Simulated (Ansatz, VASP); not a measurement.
MgO in VASP and in Ansatz

```xyz
8
Lattice="3.1712 0.0000 0.0000 -1.5856 2.7463 0.0000 0.0000 0.0000 11.3550" Properties=species:S:1:pos:R:3 pbc="T T T"
Mg    0.0000    1.8309   11.0086
Mg    0.0000    0.0000    2.5074
Mg    0.0000    0.0000    8.1849
Mg    1.5856    0.9154    5.3311
O     0.0000    1.8309    8.8574
O     0.0000    0.0000    6.0141
O     0.0000    0.0000    0.3366
O     1.5856    0.9154    3.1799
```

Alike in both runs: task single point; functional PBE; k mesh 9 × 9 × 2; occupations gaussian, width 0.05 eV; no spin polarisation.

```csv
,VASP,Ansatz
version,VASP 6.6.1,Ansatz 0.2.0
potentials or method,"VASP PAW PBE potentials, release 64 (Mg, O)","scalar-relativistic, plane waves, PAW"
plane-wave cutoff (eV),520,520
valence electrons in the cell,32,64
```

VASP gave:

| Item | Value |
| --- | --- |
| gap on the k mesh at the Fermi level (eV) | 3.28 |
| least direct gap on the mesh (eV) | 3.28 |
| pressure (GPa) | 0.6 |
| largest component of the traceless stress (GPa) | 14.41 |
| rms of the force components (eV/Å) | 0.322 |

What did Ansatz give for the same quantities?

gap on the k mesh at the Fermi level (eV): 3.30; least direct gap on the mesh (eV): 3.30; pressure (GPa): 1.0; largest component of the traceless stress (GPa): 14.22; rms of the force components (eV/Å): 0.318.

Atom by atom the forces differ by 0.004 eV/Å (rms over components). The two sets of potentials don't hold the same shells in valence.

As with any semilocal functional, this PBE gap is likely too small.
